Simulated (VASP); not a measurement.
# BAs (F-43m) in VASP: a series of runs, part 2 of 2

VASP 6.6.1. The steps go on from the part before.

## Step 3: Relaxation of the atoms, PBE+D3(BJ) (a relaxed cell with its volume scaled by 1.02)

Input file INCAR:

```
SYSTEM = BAs
PREC = Accurate
ENCUT = 600
EDIFF = 1E-7
ISMEAR = 0
SIGMA = 0.03
LREAL = .FALSE.
LASPH = .TRUE.
NELM = 80
ALGO = Normal
ISIF = 2
LWAVE = .FALSE.
LCHARG = .FALSE.
GGA = PE
IVDW = 12
IBRION = 2
NSW = 40
EDIFFG = -0.01
```

Input file KPOINTS:

```
Automatic mesh
0
G
  10 10 10
  0 0 0
```

Input file POSCAR:

```
BAs                                     
1.0
    0.0000000000      2.4016580263      2.4016580263
    2.4016580263      0.0000000000      2.4016580263
    2.4016580263      2.4016580263      0.0000000000
  B               As            
     1     1
Direct
     0.0000000000000000    0.0000000000000000    0.0000000000000000
     0.2500000000000000    0.2500000000000000    0.2500000000000000
```

Potentials or basis: VASP PAW PBE potentials, release 64 (B, As).

On the command line:

```console
cat potpaw_PBE.64/B/POTCAR potpaw_PBE.64/As/POTCAR > POTCAR
mpirun -np 1 vasp_std > vasp.out
```

OUTCAR:

```text
SYSTEM = BAs
   PREC = Accurate
   ENCUT = 600
   EDIFF = 1E-7
   ISMEAR = 0
   LREAL = .FALSE.
   LASPH = .TRUE.
   NELM = 80
   ISIF = 2
   GGA = PE
   IVDW = 12
   IBRION = 2
   NSW = 40
   EDIFFG = -0.01
 IVDW          = 12

 ion  position               nearest neighbor table
   1  0.000  0.000  0.000-   2 2.08   2 2.08   2 2.08   2 2.08
   2  0.250  0.250  0.250-   1 2.08   1 2.08   1 2.08   1 2.08

  LATTYP: Found a face centered cubic cell.
 ALAT       =     4.8033160526

  Lattice vectors:

 A1 = (   0.0000000000,   2.4016580263,   2.4016580263)
 A2 = (   2.4016580263,   0.0000000000,   2.4016580263)
 A3 = (   2.4016580263,   2.4016580263,   0.0000000000)

Analysis of symmetry for initial positions (statically):
=====================================================================
 Subroutine PRICEL returns:
 Original cell was already a primitive cell.

 Routine SETGRP: Setting up the symmetry group for a
 face centered cubic supercell.

 Subroutine GETGRP returns: Found 24 space group operations
 (whereof 24 operations were pure point group operations)
 out of a pool of 48 trial point group operations.
[... 170 lines left out ...]
 Fermi energy:         6.1570763455

 k-point     1 :       0.0000    0.0000    0.0000
  band No.  band energies     occupation
      1      -9.3064      2.00000
      2       5.9451      2.00000
      3       5.9451      2.00000
      4       5.9451      2.00000
      5       9.2011      0.00000
      6       9.2011      0.00000
      7       9.2011      0.00000
      8      10.4235      0.00000
[... 243 lines left out ...]
 k-point    24 :       0.4000    0.3000    0.0000
  band No.  band energies     occupation
      1      -6.7073      2.00000
      2      -0.4682      2.00000
      3       2.0371      2.00000
      4       2.5186      2.00000
      5       7.6501      0.00000
      6       9.3351      0.00000
      7      14.6639      0.00000
      8      14.9055      0.00000

 [... further k-points ...]

------------------------ aborting loop because EDIFF is reached ----------------------------------------

 Edisp (eV)   -0.64904

 E8    (eV) :    -0.2581

  FORCE on cell =-STRESS in cart. coord.  units (eV):
  Direction    XX          YY          ZZ          XY          YZ          ZX
  --------------------------------------------------------------------------------------
  -------------------------------------------------------------------------------------
  Total      -0.45750    -0.45750    -0.45750     0.00000     0.00000    -0.00000
  in kB     -26.45704   -26.45704   -26.45704     0.00000     0.00000    -0.00000
  external pressure =      -26.46 kB  Pullay stress =        0.00 kB

 VOLUME and BASIS-vectors are now :
 -----------------------------------------------------------------------------
  energy-cutoff  :      600.00
  volume of cell :       27.71
      direct lattice vectors                 reciprocal lattice vectors
     0.000000000  2.401658026  2.401658026    -0.208189507  0.208189507  0.208189507
     2.401658026  0.000000000  2.401658026     0.208189507 -0.208189507  0.208189507
     2.401658026  2.401658026  0.000000000     0.208189507  0.208189507 -0.208189507

 POSITION                                       TOTAL-FORCE (eV/Angst)
 -----------------------------------------------------------------------------------
      0.00000      0.00000      0.00000        -0.000000     -0.000000     -0.000000
      1.20083      1.20083      1.20083         0.000000      0.000000      0.000000
 -----------------------------------------------------------------------------------
    total drift:                               -0.000000     -0.000000     -0.000000

  FREE ENERGIE OF THE ION-ELECTRON SYSTEM (eV)
  ---------------------------------------------------
  free  energy   TOTEN  =       -12.0627672349 eV

  energy  without entropy=      -12.0627672349  energy(sigma->0) =      -12.06276723

 reached required accuracy - stopping structural energy minimisation
```

Run time: 6 s. Hardware: 1 thread of Intel Xeon 6975P-C (Granite Rapids), shared host; peak memory 0.17 GiB.

What came out:

| Item | Value |
| --- | --- |
| Free energy | -12.0628 eV |
| Pressure after relaxing | -2.6 GPa |
| Band gap on the k mesh | 1.19 eV, indirect (least direct gap 3.26 eV) |
| Dispersion energy per atom | -0.325 eV |

Final structure:
```cif
data_structure
_symmetry_space_group_name_H-M 'P 1'
_symmetry_Int_Tables_number 1
_cell_length_a 3.3965
_cell_length_b 3.3965
_cell_length_c 3.3965
_cell_angle_alpha 60.000
_cell_angle_beta 60.000
_cell_angle_gamma 60.000
_cell_volume 27.71
loop_
_atom_site_label
_atom_site_type_symbol
_atom_site_fract_x
_atom_site_fract_y
_atom_site_fract_z
_atom_site_occupancy
B1 B 0.00000 0.00000 0.00000 1
As1 As 0.25000 0.25000 0.25000 1
```

Levels at points of the mesh, in eV from the valence-band top:
```csv
k point,band 1,band 2,band 3,band 4,band 5,band 6,band 7,band 8
"(0.00, 0.00, 0.00)",-15.25,0.00,0.00,0.00,3.26,3.26,3.26,4.48
"(0.50, 0.00, 0.00)",-12.44,-8.67,-1.79,-1.79,2.60,4.76,4.76,8.83
"(0.50, 0.50, 0.00)",-11.15,-8.44,-4.01,-4.01,1.45,1.46,11.21,11.21
```

Caveat: the relaxation stopped at its first step, so nothing moved. A k mesh can miss the band edges.
